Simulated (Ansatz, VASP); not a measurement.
Two plane-wave programs on P

```
CELL_PARAMETERS angstrom
4.02832 0.00000 0.00000
0.00000 4.02832 0.00000
0.00000 0.00000 4.02832
ATOMIC_POSITIONS crystal
P 0.12593 0.12593 0.12593
P 0.37407 0.87407 0.62593
P 0.87407 0.62593 0.37407
P 0.62593 0.37407 0.87407
```

Alike in both runs: functional PBE; k mesh 4 × 4 × 4; occupations gaussian, width 0.1 eV; no spin polarisation.

Ansatz relaxed the structure, and its values are those at the end. VASP's run is a single point on that final structure, the one shown.

|  | VASP | Ansatz |
| --- | --- | --- |
| version | VASP 6.6.1 | Ansatz 0.2.0 |
| potentials or method | VASP PAW PBE potentials, release 64 (P) | scalar-relativistic, plane waves, PAW |
| plane-wave cutoff (eV) | 520 | 420 |
| valence electrons in the cell | 20 | 20 |

```tsv
	VASP	Ansatz	Ansatz less VASP
gap on the k mesh at the Fermi level (eV)	none	none	-
pressure (GPa)	0.0	0.2	+0.20
rms of the force components (eV/Å)	0.011	0.011	0.0000
```

A gap of «none» marks a metal or a gap that the smearing closes.

Caveats: the k mesh is coarse (spacing up to 0.39 Å⁻¹), so the values aren't converged.
